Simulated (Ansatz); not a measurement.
All numbers below come from DFT PBE, scalar-relativistic, plane waves, PAW in Ansatz 0.2.0. Settings: cutoff 420 eV, Γ-centred meshes spaced at most about 0.3 Å⁻¹, and about 0.25 Å⁻¹ or finer for metals (2π included), Gaussian smearing. No spin polarisation in the final relaxations.

All energies are static (0 K, no zero-point motion). All come from trial cells, and lower structures may exist.

Task: These unrelaxed guesses for Si₃Ge are each relaxed within their symmetry. Order them by the energy at which they end, lowest first.
A.

```
Si Ge
1.0
     2.84772    0.00000    0.00000
     0.00000    4.61854    0.00000
     0.00000    0.00000    4.93240
Si Ge
3 1
Cartesian
  1.4239 0.0000 4.1103
  1.4239 2.3093 0.8221
  0.0000 2.3093 3.2883
  0.0000 0.0000 1.6441
```

B.

```
Si Ge
1.0
     1.42061    0.82019    9.27939
    -1.42061    0.82019    9.27939
     0.00000   -1.64038    9.27939
Si Ge
3 1
Cartesian
  0.0000 0.0000 20.8786
  0.0000 0.0000 6.9595
  0.0000 0.0000 13.9191
  0.0000 0.0000 0.0000
```

C.

```
Si Ge
1.0
     3.57972    0.00000    0.00000
     0.00000    3.57972    0.00000
     0.00000    0.00000    5.06248
Si Ge
3 1
Direct
  0.50000 0.50000 0.00000
  0.00000 0.50000 0.75000
  0.50000 0.00000 0.25000
  0.00000 0.00000 0.50000
```

Result: C (ends in P-4m2, 0 meV/atom), A (ends in Pmmm, 0.33 eV/atom), B (ends in R-3m, 0.51 eV/atom).

Cells relaxed within their symmetry can be saddle points. Some candidate types were left out of the draw beforehand, so a known form may be missing.
